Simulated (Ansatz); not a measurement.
# SnS2: band gap under strain

Aim: follow the gap of SnS2 in the CdI2 structure through these states: no strain; -4.0 % equal strain in all directions; -3.0 % equal strain in all directions. The table at the end shows which levels were run.

Program: Ansatz 0.2.0. PAW datasets, plane waves. Computed at 0 K without zero-point motion; spin polarisation is off.

## 1. The system as given

The unstrained cell was relaxed with r2SCAN+rVV10; in each strained cell the atoms were relaxed again with r2SCAN+rVV10. Names of k-points are those of the unstrained zone, where strain can split equivalent points. First state: no strain.

It is trigonal, P-3m1 (No. 164); conventional cell a = 3.661 Å, c = 5.962 Å, 23.06 Å³ an atom. Sn has 6 S at 2.57 Å; S has 3 Sn at 2.57 Å.

Coordinates:

```cif
data_structure
_symmetry_space_group_name_H-M 'P-3m1'
_symmetry_Int_Tables_number 164
_cell_length_a 3.6608
_cell_length_b 3.6608
_cell_length_c 5.9618
_cell_angle_alpha 90.000
_cell_angle_beta 90.000
_cell_angle_gamma 120.000
_cell_volume 69.19
loop_
_atom_site_label
_atom_site_type_symbol
_atom_site_symmetry_multiplicity
_atom_site_Wyckoff_symbol
_atom_site_fract_x
_atom_site_fract_y
_atom_site_fract_z
_atom_site_occupancy
Sn1 Sn 1 a 0.00000 0.00000 0.00000 1
S1 S 2 d 0.33333 0.66667 0.24559 1
```

## 2. No strain: PBE

File input.yaml:

```yaml
crystal:
  lattice:
    - [3.6607548065, 0.0, 0.0]
    - [-1.8303774033, 3.1703066595, 0.0]
    - [0.0, 0.0, 5.9617808569]
  atoms:
    - { symbol: Sn, position: [0.0, 0.0, 0.0] }
    - { symbol: S, position: [0.3333333333, 0.6666666667, 0.245590536] }
    - { symbol: S, position: [0.6666666667, 0.3333333333, 0.754409464] }
kpoints:
  mp_grid: { grid: [12, 12, 4] }
  band_path:
    path:
      - [0.0, 0.0, 0.0]
      - [0.5, 0.0, 0.0]
      - [0.3333333333, 0.3333333333, 0.0]
      - [0.0, 0.0, 0.5]
      - [0.5, 0.0, 0.5]
      - [0.3333333333, 0.3333333333, 0.5]
      - [0.0, -0.5, 0.25]
      - [-0.078125, 0.15625, 0.0]
      - [0.0, 0.463542, 0.322917]
    npoints: 1
hamiltonian:
  xc: pbe
scf:
  occupations: { method: fermi_dirac, width: 0.02 }
  n_extra_bands: 4
output:
  forces: true
  stress: true
  eigenvalues: true
```

Run with:

```console
> ansatz run input.yaml --threads 2 --pin off --max-ram 18432MiB --backend cpu --events-out ev --progress --plain --runs-dir out
```

Further steps of the session: No strain: r2SCAN; No strain: HSE06; No strain: r2SCAN+SOC; No strain: r2SCAN; No strain: G0W0@PBE; -4.0 % equal strain in all directions: PBE; -4.0 % equal strain in all directions: r2SCAN; -4.0 % equal strain in all directions: HSE06; -4.0 % equal strain in all directions: r2SCAN+SOC; -4.0 % equal strain in all directions: r2SCAN; -4.0 % equal strain in all directions: G0W0@PBE; -3.0 % equal strain in all directions: PBE; -3.0 % equal strain in all directions: r2SCAN; -3.0 % equal strain in all directions: HSE06; -3.0 % equal strain in all directions: r2SCAN+SOC; -3.0 % equal strain in all directions: r2SCAN; -3.0 % equal strain in all directions: G0W0@PBE.

Q: Predict the outcome of this session.

As calculated:

Least gap in eV (negative: overlap), with the change from the unstrained cell in brackets. G0W0 is on its own coarse mesh.

```
                                state  volume change (%)           PBE        r2SCAN         HSE06          G0W0
                            no strain               +0.0          1.43          1.81          2.32          2.37
-4.0 % equal strain in all directions              -11.5  1.34 (-0.09)  1.88 (+0.07)  2.17 (-0.15)  2.28 (-0.09)
-3.0 % equal strain in all directions               -8.7  1.40 (-0.03)  1.89 (+0.08)  2.22 (-0.10)  2.31 (-0.06)
```

**Reading.** With HSE06, of the states in the table -4.0 % equal strain in all directions shifts the gap most, by -0.144 eV. PBE and HSE06 differ by 0.88 eV on the unstrained gap, and by at most 0.06 eV on its change: the two disagree on the size of the gap but agree on its response to strain. Spin-orbit coupling is left out of the table, though the cell holds Sn (Z = 50); in an element this heavy it can shift bands and gaps by tenths of an eV. The G0W0 figures hold for the stated bands, cutoff and mesh and aren't extrapolated.
